**Gaps of zincblende semiconductors: a forecast from bonds and atoms**

The table lists hybrid-functional (HSE06) gaps for ten zincblende crystals and leaves four open: MgS, AlN, ZnS and ZnSe. The band gap is the least distance between any filled and any empty level. The least direct gap compares levels at the same wavevector. At Γ (Gamma) the orbitals repeat in phase from cell to cell; at X their sign alternates along a cube axis. The entry "extra_c" for GaP is a point close to X.

Zincblende crystals (space group F-43m), computed with Ansatz 0.2.0 using HSE06, plane waves and PAW, with a 420 eV cutoff and no spin polarisation, on fixed cells from r2SCAN relaxations. Gaps are the least found over the k mesh and a set of named k points. Where a smearing width is given as non-zero, the smearing is Fermi–Dirac.

| formula | element on site A | Z A | element on site B | Z B | difference of Pauling electronegativities | valence electrons | volume per atom (Å³) | shortest distance (Å) | k mesh | smearing width | band gap, HSE06 (eV) | least direct gap, HSE06 (eV) | gap kind, HSE06 | conduction bottom at, HSE06 |
| --- | --- | --- | --- | --- | --- | --- | --- | --- | --- | --- | --- | --- | --- | --- |
| MgS | Mg | 12 | S | 16 | ? | 8 | 22.69 | 2.452 | 6×6×6 | 0 eV | ? | ? | ? | ? |
| AlN | Al | 13 | N | 7 | ? | 8 | 10.43 | 1.892 | 8×8×8 | 0 eV | ? | ? | ? | ? |
| ZnS | Zn | 30 | S | 16 | ? | 18 | 19.55 | 2.333 | 6×6×6 | 0 eV | ? | ? | ? | ? |
| ZnSe | Zn | 30 | Se | 34 | ? | 18 | 22.72 | 2.453 | 6×6×6 | 0 eV | ? | ? | ? | ? |
| GaN | Ga | 31 | N | 7 | 1.23 | 8 | 11.38 | 1.948 | 6×6×6 | 0 eV | 3.005 | 3.005 | direct | Gamma |
| GaP | Ga | 31 | P | 15 | 0.38 | 8 | 20.24 | 2.360 | 6×6×6 | 0 eV | 2.261 | 2.799 | indirect | extra_c |
| CdS | Cd | 48 | S | 16 | 0.89 | 18 | 25.39 | 2.545 | 6×6×6 | 0 eV | 2.106 | 2.106 | direct | Gamma |
| CdSe | Cd | 48 | Se | 34 | 0.86 | 18 | 28.87 | 2.657 | 6×6×6 | 0 eV | 1.483 | 1.483 | direct | Gamma |
| CdTe | Cd | 48 | Te | 52 | 0.41 | 18 | 35.29 | 2.841 | 4×4×4 | 0 eV | 1.527 | 1.527 | direct | Gamma |
| InP | In | 49 | P | 15 | 0.41 | 8 | 25.77 | 2.558 | 6×6×6 | 0 eV | 1.357 | 1.357 | direct | Gamma |
| InAs | In | 49 | As | 33 | 0.4 | 8 | 28.50 | 2.645 | 6×6×6 | 0.02 eV | 0.358 | 0.358 | direct | Gamma |
| InSb | In | 49 | Sb | 51 | 0.27 | 8 | 35.27 | 2.840 | 4×4×4 | 0.02 eV | 0.296 | 0.296 | direct | Gamma |
| SnSe | Sn | 50 | Se | 34 | 0.59 | 10 | 38.07 | 2.913 | 4×4×4 | 0.02 eV | 0.304 | 1.043 | indirect | X |
| HgTe | Hg | 80 | Te | 52 | 0.1 | 18 | 35.59 | 2.849 | 4×4×4 | 0.02 eV | 0.000 | 0.000 | zero | n/a |

**(a) What opens the gap at Γ, and what can close it?**

*Solution.* Take first the limit of atoms too far apart to interact. The gap at Γ is then the height of the metal's outer s level above the non-metal's p level, which may be small or even negative. Now bring the atoms together. The s orbitals of neighbours form an antibonding combination, which is pushed up and becomes the lowest empty level at Γ. The p orbitals form a bonding combination, which is pushed down and becomes the valence top.

In Harrison's bonding picture both pushes come from couplings that grow as 1/d², where d is the shortest distance. Among similar atoms, a shorter bond therefore tends to mean a wider gap. GaP and InP show this with the same non-metal: the shorter bond of GaP goes with a direct gap 1.4 eV larger. The metal changes too, so the step isn't due to length alone.

CdTe and HgTe show the other influence, the metal itself. Their bonds are nearly equal, yet the gap falls from 1.53 eV to zero. Theory names the cause: relativity makes the outer s level of mercury deep, and its d shell also plays a part. The s level of HgTe is known to lie below the top p levels, so the zero records p levels that touch, and the true drop of the s level is larger than 1.5 eV. This is why infrared detectors use alloys of the two: the gap can be tuned with hardly any change in lattice size.

**(b) Forecast the gaps of the four open crystals, and say which are direct.**

*Solution.* A straight line in 1/d², with a constant step for II–VI crystals, was fitted to seven rows: GaP, InP, InAs, InSb, CdS, CdSe and CdTe. HgTe stays out because its zero doesn't measure the distance between s and p levels, and SnSe because it has ten outer s and p electrons instead of an octet. (The 18 electrons listed for the fitted II–VI crystals are an octet plus a filled d shell.) The step stands for the higher metal s levels and more polar bonds of the II–VI crystals. Spin-orbit coupling is missing from all these gaps; it would lower those of CdTe and InSb by roughly 0.3 eV. With d in Å,

direct gap in eV ≈ −4.96 + 41.1/d² + 0.91 (II–VI only).

The three constants trade against each other and shouldn't be read as properties of atoms. When each row in turn is left out and predicted, the typical error is 0.7 eV.

ZnS, which was not in the fit, serves as the worked case. Its distance of 2.333 Å gives 41.1/d² = 7.55, so the gap is −4.96 + 7.55 + 0.91 ≈ 3.5 eV. The same steps give 2.8 eV for ZnSe. Both carry an error bar of 0.7 eV.

MgS needs a correction, because the II–VI step was learnt from cadmium. (Zinc's s level is deeper than cadmium's by only a few tenths of an eV, which is within the error bar, so ZnS and ZnSe are left as they are.) The s level of a free magnesium atom is shallower by roughly 1.4 eV (a rough recalled figure), and magnesium has no filled d shell to push the valence top up. CdTe and HgTe support a shift of this kind, though mercury's d shell contributes to theirs; the estimate simply adds the atomic difference in full. The line's 2.8 eV thus becomes **4.2 ± 1.0 eV**.

For AlN the line can't be used directly, since it puts GaN at 5.9 eV instead of 3.0. Nitrogen's compact orbitals and short bonds lie outside the range of the fit. The estimate therefore starts from the computed GaN gap. It adds 0.65 eV, the line's change from GaN to AlN, and about 1.3 eV for aluminium's shallower s level (again a rough recalled figure). The direct gap comes to **5.0 ± 0.9 eV**.

Whether the gap is direct depends on a race between two levels. From InP to GaP the empty level at Γ, measured from the valence top, rises by 1.4 eV, while the one at or near X stays close to 2.3 eV. If a shorter bond or a shallower metal s level lifts Γ past X, the gap turns indirect. In CdS the X level lies 4.5 eV up, which leaves more room.

Suppose that X lies about as high in the open sulfides and in ZnSe as it does in CdS. Then ZnS and ZnSe should be direct, with ZnS the larger gap, and MgS direct by a narrow margin, smaller than its error bar. For AlN the forecast puts the level at Γ about 2 eV higher than in GaN, where X is expected to lie less than 2 eV above Γ. The level at X moved little from InP to GaP. If it also moves little here, AlN should be indirect, with its lowest empty level at or near X. Borrowing from GaP the 0.5 eV between that level and Γ puts its band gap at **4.4 ± 1.1 eV**. The bars of ZnS and ZnSe are the fit's typical error alone; those of MgS and AlN add an allowance for the corrections. None is a strict confidence limit.

**(c) Compare with the computed values. What do the misses teach?**

The withheld rows as computed:

| formula | element on site A | Z A | element on site B | Z B | difference of Pauling electronegativities | valence electrons | volume per atom (Å³) | shortest distance (Å) | k mesh | smearing width | band gap, HSE06 (eV) | least direct gap, HSE06 (eV) | gap kind, HSE06 | conduction bottom at, HSE06 |
| --- | --- | --- | --- | --- | --- | --- | --- | --- | --- | --- | --- | --- | --- | --- |
| MgS | Mg | 12 | S | 16 | 1.27 | 8 | 22.69 | 2.452 | 6×6×6 | 0 eV | 4.528 | 4.528 | direct | Gamma |
| AlN | Al | 13 | N | 7 | 1.43 | 8 | 10.43 | 1.892 | 8×8×8 | 0 eV | 4.552 | 5.547 | indirect | X |
| ZnS | Zn | 30 | S | 16 | 0.93 | 18 | 19.55 | 2.333 | 6×6×6 | 0 eV | 3.378 | 3.378 | direct | Gamma |
| ZnSe | Zn | 30 | Se | 34 | 0.9 | 18 | 22.72 | 2.453 | 6×6×6 | 0 eV | 2.422 | 2.422 | direct | Gamma |

*Solution.* All five forecast values fall within their bars, but the bars are wide. The test is against HSE06, which itself tends to set wide gaps below the measured ones. ZnS comes out at 3.38 eV, close to the line. ZnSe, at 2.42 eV, was forecast 0.4 eV too high. Among the fitted rows the line also overshoots CdSe and, most of all, InAs; it overshoots CdS too, but by less. It knows the non-metal only through the bond length, whereas selenium and arsenic have s levels that are deep for their size, which helps to lower the empty level at Γ. That reason comes from theory; the fit has no term to test it.

MgS has a direct gap of 4.53 eV, 0.3 eV above the forecast. Without the correction for the metal, the forecast would have been 1.7 eV too low. MgS and ZnSe make the point plainly: their bonds are equal to within 0.001 Å, yet their direct gaps differ by 2.1 eV. The non-metal differs as well, but the step from sulfide to selenide, longer bond included, is 0.6 eV for cadmium and 1.0 eV for zinc, so the larger part of the contrast should come from the metal.

AlN has a direct gap of 5.55 eV, and here the forecast was 0.6 eV too low. Both metals without a filled d shell were thus underestimated. This fits the known upward push of d electrons on the valence top, for which the estimate had no separate term, but two cases don't prove it.

The band gap of AlN, 4.55 eV, lies well below its direct gap, so the crystal is indirect as forecast. The small miss of 0.1 eV flatters the method. The direct gap was set too low, and the distance down to the lowest empty level, 1.0 eV, was taken as only 0.5 eV; the two errors largely cancel. The other three crystals are direct, as forecast. In the ZnS run the lowest empty level at X lies 4.4 eV above the valence top, nearly as high as in CdS and 1.0 eV above the empty level at Γ. In MgS the X level must lie above 4.53 eV, because the lowest empty level is at Γ. That is already slightly higher than in CdS, so the height assumed in the forecast was a little low. How narrow the margin is stays open, because the table doesn't list the X level of MgS.

The output below gives the fit and the size of each miss.

Output of the analysis:

```
fit of direct on 7 rows (core == 1): constant -4.96 +/- 1.5, coefficient of x 41.13 +/- 10, coefficient of twosix 0.9078 +/- 0.36; rms 0.345, worst InAs 0.561, leave-one-out rms 0.672
  rows outside the fit (model, value, miss): MgS 2.789, 4.528, -1.74; AlN 6.531, 5.547, 0.984; ZnS 3.505, 3.378, 0.127; ZnSe 2.783, 2.422, 0.361; GaN 5.88, 3.005, 2.87; SnSe -0.1128, 1.043, -1.16; HgTe 1.015, 0, 1.02
Correlation of direct gap with electronegativity difference, seven fitted rows: 0.3636
Direct gap, GaP less InP (eV): 1.442
Direct gap, InP less InAs (eV): 0.999
Direct gap, CdTe less HgTe (eV): 1.527
Lowest empty level at X above valence top, InP (eV): 2.403
Lowest empty level at X above valence top, CdS (eV): 4.49
GaP, level near X below the empty level at Gamma (eV): 0.538
Error bar of the ZnS and ZnSe forecasts (eV): 0.6717
MgS, forecast of direct gap (eV): 4.189
MgS, error bar (eV): 0.9702
MgS, forecast less computed direct gap (eV): -0.3389
AlN, forecast of direct gap (eV): 4.956
AlN, error bar of direct gap (eV): 0.9347
AlN, forecast less computed direct gap (eV): -0.5908
AlN, forecast of band gap (eV): 4.418
AlN, error bar of band gap (eV): 1.078
AlN, forecast less computed band gap (eV): -0.1338
```
